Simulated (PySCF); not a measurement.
# Splitting trees

Mapped SMILES: `[CH2:1]=[CH:2][CH2:3][CH3:4]`; H(Xn) means a hydrogen on atom n. Ha(C1) is cis to C3; Hb(C1) is trans to C3.

No solvent model, non-relativistic Hamiltonian, fast rotation and ring inversion assumed for equivalent nuclei, a single conformation. Shieldings: GIAO KT2/pcSseg-2; structure optimised with PBE0-D3(BJ)/def2-SVP; J couplings at B3LYP/pcJ-1 (without the spin–dipole term); PySCF 2.14.

Chemical shifts δ = σref − σ; ¹³C and ¹H against TMS, all at this level.

Spectrometer: 800 MHz for ¹H. First-order analysis; couplings under 1 Hz (under 4 Hz in carbon signals) are ignored, and nearly equal couplings are merged; the smaller ones broaden or split the lines further.

**Question.** What pattern does C4 show in the proton-coupled ¹³C spectrum?

**Answer.** A quartet of triplets at δ 17.3: 133.1 Hz to H(C4) (3 × ¹H, 1 bond away), 4.6 Hz to H(C3) (2 × ¹H, 2 bonds away). Lines in Hz from the centre (relative intensity): +204.2 (1), +199.7 (2), +195.1 (1), +71.2 (3), +66.5 (6), +62.0 (3), -62.0 (3), -66.5 (6), -71.2 (3), -195.1 (1), -199.7 (2), -204.2 (1). The outer lines are 408.5 Hz apart, the sum of the couplings kept, or 2.031 ppm at this field.

**Question.** What pattern does H(C4) show (¹H)?

**Answer.** A triplet at δ 0.99: 8.4 Hz to H(C3) (2 × ¹H, 3 bonds away). Lines in Hz from the centre (relative intensity): +8.4 (1), +0.0 (2), -8.4 (1). The outer lines are 16.8 Hz apart, the sum of the couplings kept, or 0.021 ppm at this field.

**Question.** What pattern does Hb(C1) show (¹H)?

**Answer.** A doublet of doublets of triplets at δ 4.99: 11.1 Hz to H(C2) (1 × ¹H, 3 bonds away), 2.4 Hz to Ha(C1) (1 × ¹H, 2 bonds away), 1.4 Hz to H(C3) (2 × ¹H, 4 bonds away). Lines in Hz from the centre (relative intensity): +8.2 (1), +6.8 (2), +5.8 (1), +5.3 (1), +4.3 (2), +3.0 (1), -3.0 (1), -4.3 (2), -5.3 (1), -5.8 (1), -6.8 (2), -8.2 (1). The outer lines are 16.3 Hz apart, the sum of the couplings kept, or 0.020 ppm at this field.

**Question.** What pattern does H(C3) show (¹H)?

**Answer.** A quintet of triplets at δ 2.19: 8.4 Hz to H(C2) and H(C4) (4 × ¹H, 3 bonds away), 1.6 Hz to Ha(C1) and Hb(C1) (2 × ¹H, 4 bonds away). Lines in Hz from the centre (relative intensity): +18.4 (1), +16.8 (2), +15.2 (1), +10.0 (4), +8.4 (8), +6.8 (4), +1.6 (6), +0.0 (12), -1.6 (6), -6.8 (4), -8.4 (8), -10.0 (4), -15.2 (1), -16.8 (2), -18.4 (1). The outer lines are 36.8 Hz apart, the sum of the couplings kept, or 0.046 ppm at this field.

Unscaled 3J(H,H) at this level run about 10 % above measured values. Couplings across =CH–CH2 type bonds come from one rotamer and its mirror image, and can be 1–2 Hz further off.
